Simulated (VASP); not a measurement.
# Mg (P6_3/mmc) in VASP: electric field gradients with PBEsol

Aim: the electric field gradients of Mg with PBEsol.

All numbers are computed with VASP 6.6.1; they aren't measurements. Logs are shortened: lines on timing, memory, paths and dates and some standing lists are left out, and cuts for length are marked.

## Step 1: The structure

The structure is hexagonal, space group P6_3/mmc (No. 194). The conventional cell has a = 3.187 Å, b = 3.187 Å, c = 5.131 Å, α = 90.00°, β = 90.00°, γ = 120.00°. Around Mg (site symmetry -6m2) lie 12 Mg at 3.16 to 3.19 Å.

## Step 2: Electric field gradients, PBEsol

File INCAR:

```
PREC     = Accurate       # precision mode
ENCUT    = 520            # plane-wave cutoff, eV
EDIFF    = 1E-8           # SCF threshold, eV
ISMEAR   = -1             # smearing method
SIGMA    = 0.15           # smearing width, eV
LREAL    = F              # projectors in reciprocal space
LASPH    = T              # aspherical terms in the spheres
NELM     = 100            # most SCF steps
ALGO     = Normal         # electronic algorithm
ISIF     = 2              # what is computed and relaxed
LWAVE    = F              # write WAVECAR
LCHARG   = F              # write CHGCAR
GGA      = PS             # functional
LEFG     = T            
NBANDS   = 9              # bands
```

File KPOINTS:

```
regular mesh
0
Gamma
  15 15 8
```

File POSCAR:

```
Mg
1.0
    3.1868356397      0.0000000000      0.0000000000
   -1.5934178198      2.7598806217      0.0000000000
    0.0000000000      0.0000000000      5.1305031867
Mg
2
Direct
    0.3333333333      0.6666666667      0.2500000000
    0.6666666667      0.3333333333      0.7500000000
```

Potentials or basis: VASP PAW PBE potentials, release 64 (Mg).

Started as:

```bash
> cat potpaw_PBE.64/Mg/POTCAR > POTCAR
> mpirun -np 1 vasp_std > vasp.out
```

OUTCAR:

```text
PREC = Accurate
   ENCUT = 520
   EDIFF = 1E-8
   ISMEAR = -1
   LREAL = F
   LASPH = T
   NELM = 100
   ISIF = 2
   GGA = PS

 ion  position               nearest neighbor table
   1  0.333  0.667  0.250-   2 3.16   2 3.16   2 3.16   2 3.16   2 3.16   2 3.16
   2  0.667  0.333  0.750-   1 3.16   1 3.16   1 3.16   1 3.16   1 3.16   1 3.16

  LATTYP: Found a hexagonal cell.
 ALAT       =     3.1868356397
 C/A-ratio  =     1.6099051745

  Lattice vectors:

 A1 = (   3.1868356397,   0.0000000000,   0.0000000000)
 A2 = (  -1.5934178198,   2.7598806217,   0.0000000000)
 A3 = (   0.0000000000,   0.0000000000,   5.1305031867)

Analysis of symmetry for initial positions (statically):
=====================================================================
 Subroutine PRICEL returns:
 Original cell was already a primitive cell.

 Routine SETGRP: Setting up the symmetry group for a
 hexagonal supercell.

 Subroutine GETGRP returns: Found 24 space group operations
 (whereof 12 operations were pure point group operations)
 out of a pool of 24 trial point group operations.

The static configuration has the point symmetry D_3d.
 The point group associated with its full space group is D_6h.

Analysis of symmetry for dynamics (positions and initial velocities):
=====================================================================
 Subroutine PRICEL returns:
 Original cell was already a primitive cell.

 Routine SETGRP: Setting up the symmetry group for a
 hexagonal supercell.

 Subroutine GETGRP returns: Found 24 space group operations
 (whereof 12 operations were pure point group operations)
 out of a pool of 24 trial point group operations.

The dynamic configuration has the point symmetry D_3d.
 The point group associated with its full space group is D_6h.

 Subroutine INISYM returns: Found 24 space group operations
 (whereof 12 operations are pure point group operations),
 and found     1 'primitive' translations

----------------------------------------------------------------------------------------

                                     Primitive cell

  volume of cell :      45.1242

  direct lattice vectors                    reciprocal lattice vectors
     3.186835640  0.000000000  0.000000000     0.313790893  0.181167256  0.000000000
    -1.593417820  2.759880622  0.000000000     0.000000000  0.362334513  0.000000000
     0.000000000  0.000000000  5.130503187     0.000000000  0.000000000  0.194912655

  length of vectors
     3.186835640  3.186835640  5.130503187     0.362334513  0.362334513  0.194912655

  position of ions in fractional coordinates (direct lattice)
     0.333333333  0.666666667  0.250000000
     0.666666667  0.333333333  0.750000000

  ion indices of the primitive-cell ions
   primitive index   ion index
                 1           1
                 2           2

----------------------------------------------------------------------------------------

 KPOINTS: regular mesh

Automatic generation of k-mesh.
 Grid dimensions read from file:
 generate k-points for:   15   15    8

 Generating k-lattice:

  Cartesian coordinates                     Fractional coordinates (reciprocal lattice)
     0.020919393  0.012077817  0.000000000     0.066666667  0.000000000  0.000000000
     0.000000000  0.024155634  0.000000000     0.000000000  0.066666667  0.000000000
     0.000000000  0.000000000  0.024364082     0.000000000  0.000000000  0.125000000

  Length of vectors
     0.024155634  0.024155634  0.024364082

  Shift w.r.t. Gamma in fractional coordinates (k-lattice)
     0.000000000  0.000000000  0.000000000

 Subroutine IBZKPT returns following result:
 ===========================================

 Found    135 irreducible k-points:

 Following reciprocal coordinates:
            Coordinates               Weight
  0.000000  0.000000  0.000000      1.000000
  0.066667 -0.000000  0.000000      6.000000
  0.133333 -0.000000  0.000000      6.000000
  0.200000  0.000000  0.000000      6.000000
  0.266667 -0.000000  0.000000      6.000000
  0.333333  0.000000  0.000000      6.000000
[... 16 lines left out ...]
  0.333333  0.200000  0.000000     12.000000
  0.400000  0.200000  0.000000      6.000000
 [... further k-points ...]
   k-points           NKPTS =    135   k-points in BZ     NKDIM =    135   number of bands    NBANDS=      9
   number of dos      NEDOS =    301   number of ions     NIONS =      2
   total plane-waves  NPLWV =  23040
   dimension x,y,z NGX =    24 NGY =   24 NGZ =   40
   dimension x,y,z NGXF=    48 NGYF=   48 NGZF=   80
   ions per type =               2
   NGX,Y,Z   is equivalent  to a cutoff of  12.52, 12.52, 12.96 a.u.
   NGXF,Y,Z  is equivalent  to a cutoff of  25.04, 25.04, 25.92 a.u.
 SYSTEM =  unknown system
   PREC   = accura    normal or accurate (medium, high low for compatibility)
   ISTART =      0    job   : 0-new  1-cont  2-samecut
   ICHARG =      2    charge: 1-file 2-atom 10-const
   ISPIN  =      1    spin polarized calculation?
   LNONCOLLINEAR =      F non collinear calculations
   LSORBIT =      F    spin-orbit coupling
   LASPH  =      T    aspherical Exc in radial PAW
   ENCUT  =  520.0 eV  38.22 Ry    6.18 a.u.   5.93  5.93  9.54*2*pi/ulx,y,z
   NELM   =    100;   NELMIN=  2; NELMDL= -5     # of ELM steps
   EDIFF  = 0.1E-07   stopping-criterion for ELM
   LREAL  =      F    real-space projection
   EDIFFG = 0.1E-06   stopping-criterion for IOM
   NSW    =      0    number of steps for IOM
   IBRION =     -1    ionic relax: 0-MD 1-quasi-New 2-CG
   NFREE  =      0    steps in history (QN), initial steepest desc. (CG)
   ISIF   =      2    stress and relaxation
   ISYM   =      2    0-nonsym 1-usesym 2-fastsym
   POTIM  = 0.5000    time-step for ionic-motion
   TEBEG  =    0.0;   TEEND  =   0.0 temperature during run
   PSTRESS=    0.0 pullay stress
   NELECT =       4.0000    total number of electrons
   NUPDOWN=      -1.0000    fix difference up-down
   EMIN   =  10.00;   EMAX   =-10.00  energy-range for DOS
   EFERMI =   0.00;   METHOD = LEGACY
   ISMEAR =    -1;   SIGMA  =   0.15  broadening in eV -4-tet -1-fermi 0-gaus
   EFERMI_NEDOS =   21; number of points for ismear=-14 and -15
   IALGO  =     38    algorithm
   IMIX   =      4    mixing-type and parameters
     AMIX     =   0.40;   BMIX     =  1.00
     AMIX_MAG =   1.60;   BMIX_MAG =  1.00
  volume/ion in A,a.u.               =      22.56       152.26
  Fermi-wavevector in a.u.,A,eV,Ry     =   0.729947  1.379400  7.249498  0.532823
  Thomas-Fermi vector in A             =   1.821796
   LORBIT       =      0    0 simple, 1 ext, 2 COOP (PROOUT), +10 PAW based schemes
   GGA     = PS    functional components
   LHFCALC =     F    Hartree Fock is set to
   AEXX    =    0.0000 exact exchange contribution
   IVDW    =     0    specifies the selected vdW correction
   LEPSILON=     F    determine dielectric tensor
   LRPA    =     F    only Hartree local field effects (RPA)
 non-spin polarized calculation
  energy-cutoff  :      520.00
  volume of cell :       45.12
 maximum number of plane-waves:      1230
 NGX is ok and might be reduce to    24
   NGX = 11   NGY = 11   NGZ = 19

 number of electron       4.0000000 magnetization

 Free energy of the ion-electron system (eV)
  ---------------------------------------------------
  ext. energy  EPLUGINS =         0.00000000
  ---------------------------------------------------
  free energy    TOTEN  =        -3.47831741 eV

  energy without entropy =       -3.41837536  energy(sigma->0) =       -3.44834638

 E-fermi :   2.6829     XC(G=0):  -8.5881

 val. band max:        2.6692333940   @ k =   0.3333   0.1333   0.1250
 cond. band min:       2.6894105656   @ k =   0.2667   0.2667   0.2500
 fundamental gap:      0.0201771716
 Fermi energy:         2.6828813468

 k-point     1 :       0.0000    0.0000    0.0000
  band No.  band energies     occupation
      1      -4.3217      2.00000
      2       1.0129      1.99997
      3       1.5239      1.99912
      4      13.6192      0.00000
      5      13.6192      0.00000
      6      13.7513      0.00000
      7      13.7513      0.00000
      8      14.6420      0.00000
      9      16.1883      0.00000
[... 265 lines left out ...]
 k-point    24 :       0.4000    0.2000    0.0000
  band No.  band energies     occupation
      1       1.0415      1.99996
      2       1.0747      1.99996
      3       4.5794      0.00001
      4       5.9081      0.00000
      5       6.2749      0.00000
      6       6.5531      0.00000
      7       7.9596      0.00000
      8       9.8015      0.00000
      9      10.9774      0.00000

 [... further k-points ...]

------------------------ aborting loop because EDIFF is reached ----------------------------------------

  FORCE on cell =-STRESS in cart. coord.  units (eV):
  Direction    XX          YY          ZZ          XY          YZ          ZX
  --------------------------------------------------------------------------------------
  -------------------------------------------------------------------------------------
  Total       -0.0148671     -0.0148671     -0.0134060     -0.0000000      0.0000000     -0.0000000
  in kB       -0.5278708     -0.5278708     -0.4759932     -0.0000000      0.0000000     -0.0000000
  external PRESSURE =      -0.5105783 kB  Pullay stress =       0.0000000 kB

 VOLUME and BASIS-vectors are now :
 -----------------------------------------------------------------------------
  energy-cutoff  :      520.00
  volume of cell :       45.12
      direct lattice vectors                 reciprocal lattice vectors
     3.186835640  0.000000000  0.000000000     0.313790893  0.181167256  0.000000000
    -1.593417820  2.759880622  0.000000000     0.000000000  0.362334513  0.000000000
     0.000000000  0.000000000  5.130503187     0.000000000  0.000000000  0.194912655

 POSITION                                       TOTAL-FORCE (eV/Angst)
 -----------------------------------------------------------------------------------
     -0.00000      1.83992      1.28263         0.000000      0.000000      0.000000
      1.59342      0.91996      3.84788        -0.000000     -0.000000      0.000000
 -----------------------------------------------------------------------------------
    total drift:                                0.000000     -0.000000      0.000000

  FREE ENERGIE OF THE ION-ELECTRON SYSTEM (eV)
  ---------------------------------------------------
  free  energy   TOTEN  =        -3.4783174059 eV

  energy  without entropy=       -3.4183753555  energy(sigma->0) =       -3.44834638

 Electric field gradients (V/A^2)
---------------------------------------------------------------------
 ion       V_xx      V_yy      V_zz      V_xy      V_xz      V_yz
---------------------------------------------------------------------
   1      -0.100    -0.100     0.201    -0.000    -0.000     0.000
   2      -0.100    -0.100     0.201    -0.000     0.000    -0.000
---------------------------------------------------------------------

 Electric field gradients after diagonalization (V/A^2)
 (convention: |V_zz| > |V_xx| > |V_yy|)
----------------------------------------------------------------------
 ion       V_xx      V_yy      V_zz     asymmetry (V_yy - V_xx)/ V_zz
----------------------------------------------------------------------
   1      -0.100    -0.100     0.201       0.000
   2      -0.100    -0.100     0.201       0.000
----------------------------------------------------------------------

           NMR quadrupolar parameters

 Cq : quadrupolar parameter    Cq=e*Q*V_zz/h
 eta: asymmetry parameters     (V_yy - V_xx)/ V_zz
 Q  : nuclear electric quadrupole moment in mb (millibarn)
----------------------------------------------------------------------
 ion       Cq(MHz)       eta       Q (mb)
----------------------------------------------------------------------
   1       0.000       0.000       1.000
   2       0.000       0.000       1.000
----------------------------------------------------------------------
```

It took 33 s on 1 thread of Intel Xeon Platinum 8259CL at 2.50GHz (Skylake/Cascade Lake), shared host; peak memory 0.19 GiB.

What came out:

```yaml
Free_energy: -3.4783 eV
Pressure: -0.1 GPa
Band_gap_on_the_k_mesh: none (metal or under the smearing width)
```

Electric field gradients, principal values (V/Å²):
```
atom     Vxx     Vyy    Vzz
1 Mg  -0.100  -0.100  0.201
2 Mg  -0.100  -0.100  0.201
```

Caveat: the PAW data sets were made with another functional, which shifts forces and pressure a little.
